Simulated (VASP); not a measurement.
Crystal: Se.

```
Se
1.0
     4.50482    0.00000    0.00000
    -2.25241    3.90129    0.00000
     0.00000    0.00000    4.97880
Se
3
Direct
  0.21789 0.00000 0.33333
  0.00000 0.21789 0.66667
  0.78211 0.78211 0.00000
```

| Item | Value |
| --- | --- |
| Program | VASP 6.6.1 |
| Task | relaxation of cell and atoms |
| Functional | PBEsol |
| Potentials or basis | VASP PAW PBE potentials, release 64 (Se) |
| Cutoff | 480 eV |
| k mesh | 9 × 9 × 6 |
| Occupations | gaussian, width 0.02 eV |
| Spin | no spin polarisation |

At the start: pressure -0.7 GPa; volume 29.17 Å³/atom.

Task: Where does the relaxation end?

Result: Over 24 steps the energy falls by 39.7 meV/atom and the volume is 24.09 Å³/atom (-17.4 %); space group P3_121 (No. 152, to 0.05 Å).

The path:
| step | energy change (eV) | largest force (eV/Å) | pressure (GPa) | volume (Å³) |
| --- | --- | --- | --- | --- |
| 1 | 0.0000 | 0.1958 | -0.70 | 87.50 |
| 2 | -0.0137 | 0.2276 | -0.45 | 85.90 |
| 3 | -0.0470 | 0.3400 | 0.51 | 81.22 |
| 4 | -0.0465 | 0.6102 | 4.03 | 72.30 |
| 5 | -0.0598 | 0.4869 | 1.98 | 76.82 |
| 6 | -0.0643 | 0.4577 | 1.90 | 76.57 |
| 7 | -0.0761 | 0.3754 | 1.68 | 75.84 |
| 8 | -0.0938 | 0.2321 | 1.35 | 74.39 |
| 9 | -0.1076 | 0.0192 | 1.11 | 71.49 |
| 10 | -0.1110 | 0.0110 | 0.66 | 72.08 |
| 11 | -0.1139 | 0.0712 | -0.18 | 73.25 |
| 12 | -0.1149 | 0.0556 | -0.14 | 73.23 |
| 13 | -0.1170 | 0.0087 | -0.01 | 73.16 |
| 14 | -0.1177 | 0.0870 | 0.24 | 73.02 |
| 15 | -0.1180 | 0.0516 | 0.15 | 73.07 |
| 16 | -0.1184 | 0.0225 | -0.12 | 73.23 |
| 17 | -0.1184 | 0.0202 | -0.14 | 73.25 |
| 18 | -0.1186 | 0.0204 | -0.12 | 73.13 |
| 19 | -0.1190 | 0.0213 | -0.04 | 72.76 |
| 20 | -0.1189 | 0.0235 | 0.13 | 72.04 |
| 21 | -0.1191 | 0.0222 | 0.03 | 72.45 |
| 22 | -0.1192 | 0.0009 | -0.08 | 72.44 |
| 23 | -0.1192 | 0.0010 | -0.08 | 72.44 |
| 24 | -0.1192 | 0.0002 | 0.02 | 72.28 |

Final structure:
```xyz
3
Lattice="4.0350 0.0000 0.0000 -2.0175 3.4944 0.0000 0.0000 0.0000 5.1263" Properties=species:S:1:pos:R:3 pbc="T T T"
Se    1.0069    0.0000    1.7088
Se   -0.5035    0.8720    3.4175
Se    1.5140    2.6224    0.0000
```

Caveat: the volume moved by over 15 % at a fixed basis, so the end points are rough; the PAW data sets were made with another functional, which shifts forces and pressure a little.
